Tungsten disulfide is a stack of S–W–S layers, held together inside by strong W–S bonds and to each other by weak van der Waals attraction. The table strains the bulk crystal in two ways. In the rows called clamped c, only the axis $c$ across the layers changes; in the isotropic rows, the in-plane axis $a$ changes by the same percentage as well. The atoms relax in both.

Bulk WS2 (P6_3/mmc, 6-atom cell, a = 3.154 Å, c = 12.146 Å) under strain, computed with Ansatz 0.2.0 using scalar-relativistic PBE+D3(BJ), PAW datasets, a plane-wave cutoff of 420 eV and a 12×12×4 k mesh. Atoms are relaxed within the crystal's symmetry in each fixed strained cell, without thermal or zero-point motion; changes are relative to the unstrained crystal. The band gaps are not simply those on the k mesh but up to 17 meV smaller, evidently because a band edge can lie between mesh points.

| strain kind | strain (%) | cell freedom | energy change (meV/atom) | a change (%) | c change (%) | band gap (eV) |
| --- | --- | --- | --- | --- | --- | --- |
| clamped c | -3 | cell held, only c stretched | 3.7 | 0.00 | -3.00 | 0.714 |
| clamped c | -2 | cell held, only c stretched | 1.5 | 0.00 | -2.00 | 0.772 |
| clamped c | -1 | cell held, only c stretched | 0.3 | 0.00 | -1.00 | 0.829 |
| clamped c | 1 | cell held, only c stretched | 0.4 | 0.00 | 1.00 | 0.940 |
| clamped c | 2 | cell held, only c stretched | 1.3 | 0.00 | 2.00 | 0.994 |
| clamped c | 3 | cell held, only c stretched | 2.7 | 0.00 | 3.00 | 1.047 |
| isotropic | -3 | cell held, all vectors scaled | 38.7 | -3.00 | -3.00 | 0.656 |
| isotropic | -2 | cell held, all vectors scaled | 16.6 | -2.00 | -2.00 | 0.743 |
| isotropic | -1 | cell held, all vectors scaled | 4.0 | -1.00 | -1.00 | 0.819 |
| isotropic | 1 | cell held, all vectors scaled | 3.8 | 1.00 | 1.00 | 0.941 |
| isotropic | 2 | cell held, all vectors scaled | 14.8 | 2.00 | 2.00 | 0.937 |
| isotropic | 3 | cell held, all vectors scaled | 32.2 | 3.00 | 3.00 | 0.781 |

**(a) With $c$ alone stretched, why does the gap widen at every step although the energy hardly changes?**

*Solution.* The strain goes mostly into the space between the layers. At −1 %, letting the atoms relax recovers 1.4 meV per atom and leaves a cost of only 0.3, because the layers can return towards their own preferred thickness. From the bond length and the cell, the sulfur planes of neighbouring layers are 2.9 Å apart. If the layers stayed fully rigid, 1 % on $c$ would change that space by about 2 %.

That space matters to the gap because of the states at its edges. In these rows the highest filled state lies at Γ, the centre of the Brillouin zone, and the lowest empty one about halfway from Γ to the corner K. Both contain sulfur $p_z$ orbitals, which point out of the layer and overlap with those of the next layer. The overlap splits each state into a pair: the upper member of the filled pair forms the valence edge, and the lower member of the empty pair forms the conduction edge. Wider spacing shrinks both splittings, so the edges move apart.

This orbital picture is standard theory, and the calculation supports it. From −3 to +3 % the indirect gap grows by 0.33 eV, whereas the smallest direct gap grows by only 0.08 eV. That direct gap is expected at K, where the states lie mostly within the layers and hardly feel the neighbours. Squeezing $c$ by 1 % narrows the gap by 0.056 eV, which at 300 K multiplies the intrinsic carrier density by $\exp(0.0555\ \mathrm{eV}/2k_BT)\approx 3$, other things being equal. With $a$ held, that squeeze takes about 0.7 GPa across the layers. The program warns that its self-consistency threshold is loose for stresses, but here the stresses and the energies both give a stiffness along $c$ of about 65 GPa.

**(b) Isotropic strain of 3 % costs about eleven times as much energy. Why does the gap nevertheless follow a similar course from −3 to +1 %?**

*Solution.* In this range, energy and gap respond mainly to different parts of the crystal. Changing $a$ deforms the stiff W–S framework, and this dominates the energy. To see what it does to the gap, compare rows with equal $c$: the added in-plane strain changes the gap by −58 meV at −3 %, but by only −10 meV at −1 % and +1 meV at +1 %. For small strains, then, changing $a$ at fixed $c$ leaves the gap almost as it was, and the change of $c$ sets the trend.

The small effect is probably a partial cancellation. In-plane compression should thicken each layer and so narrow the space between layers. The stress across them at −1 % is indeed higher, 0.97 GPa against 0.69 GPa with $a$ held. That alone would narrow the gap further, but the change within the compressed layers seems to offset part of it.

A simple formula summarises both kinds of strain. With $E_g$ the band gap in eV, and $\varepsilon_c$ and $\varepsilon_a$ the changes of $c$ and $a$ in per cent, a least-squares fit to the ten rows with the conduction edge between Γ and K gives

$$E_g = 0.883 + 0.0555\,\varepsilon_c + 0.0056\,\varepsilon_a - 0.0048\,\varepsilon_a^2 .$$

It reproduces those ten rows to within 3 meV. It doesn't prove that the two strains act independently: $a$ changes here only together with $c$, so the squared term may also contain a product of the two strains.

**(c) Why does the isotropic gap stall at +2 % and drop at +3 %? Estimate where the turn occurs.**

*Solution.* In these two rows the lowest empty state is no longer between Γ and K but at K itself. The state at K is built from tungsten $d$ orbitals with an antibonding share of sulfur $p$, and it lies largely within the layer. In the usual picture, stretching the W–S bonds weakens the antibonding interaction and so lowers this state. The direct gap lets the fall be split. From +2 to +3 % the indirect gap drops by 0.156 eV, while the smallest direct gap, expected at K, closes by 0.102 eV (1.602 to 1.500 eV). The remaining 0.054 eV is then the valence top at Γ rising relative to the valence state at K, even though the wider layer spacing alone should lower it. The orbital reason for either shift is theory; the calculation doesn't isolate it. The K valley was there all along, above the other one; in-plane tension brings it down until it takes over.

The formula from (b) describes the old valley, so the two K rows were left out of its fit. At +2 % it gives

$$0.883+0.111+0.011-0.019=0.986\ \mathrm{eV},$$

about 0.05 eV above the computed 0.937 eV. The gap from the valence edge at Γ to this K valley falls by 0.156 eV from +2 to +3 %. If that slope also holds below +2 %, the same gap at +1 % is $0.937+0.156=1.093$ eV, about 0.15 eV above the old valley. The two therefore cross near

$$1+\frac{0.15}{0.15+0.05}\approx 1.8\ \%.$$

The PBE gap, which is generally too small, peaks there at roughly 0.98 eV, so the near-equal values at +1 and +2 % lie on opposite sides of a maximum. The position is approximate: only two rows define the K line (in the +3 % row the structure was snapped to symmetry), a crossing between the sampled k points may be missed (a general caution from the data makers' tests on other systems, not a warning from these runs), the old valley's minimum evidently lies between mesh points (its tabulated gaps are 5 to 17 meV below the mesh values, whereas the two K rows match them), and spin–orbit coupling, strong in tungsten and left out here, would shift the valleys. Well beyond the crossing, added electrons settle mainly in a valley with a different effective mass.

A single WS2 layer, not computed here, should show the same physics with one part removed. No neighbour pushes up the valence state at Γ or pulls down the empty state between Γ and K. Both band edges are then expected at K, and in-plane tension should narrow the gap from the start.
